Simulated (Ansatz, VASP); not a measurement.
Two plane-wave programs on LiF

```xyz
8
Lattice="5.2677 0.0000 0.0000 0.0000 5.2677 0.0000 0.0000 0.0000 2.7702" Properties=species:S:1:pos:R:3 pbc="T T T"
Li    3.4924    1.7753    0.6926
Li    1.7753    3.4924    2.0777
Li    0.8586    0.8586    0.0000
Li    4.4091    4.4091    1.3851
F     4.3758    0.8919    2.0777
F     0.8919    4.3758    0.6926
F     1.7419    1.7419    1.3851
F     3.5257    3.5257    0.0000
```

Alike in both runs: functional PBE; k mesh 4 × 4 × 8; occupations gaussian, width 0.02 eV; no spin polarisation.

Ansatz relaxed the structure, and its values are those at the end. VASP's run is a single point on that final structure, the one shown.

|  | VASP | Ansatz |
| --- | --- | --- |
| version | VASP 6.6.1 | Ansatz 0.2.0 |
| potentials or method | VASP PAW PBE potentials, release 64 (Li_sv, F) | scalar-relativistic, plane waves, PAW |
| plane-wave cutoff (eV) | 520 | 420 |
| valence electrons in the cell | 40 | 40 |

```csv
,VASP,Ansatz,Ansatz less VASP
gap on the k mesh at the Fermi level (eV),7.68,7.69,+0.011
least direct gap on the mesh (eV),7.71,7.72,+0.011
rms of the force components (eV/Å),0.004,0.003,-0.0015
```

 Expect the measured gap to be larger: semilocal functionals such as PBE lack the derivative discontinuity. A k mesh can miss the band edges.
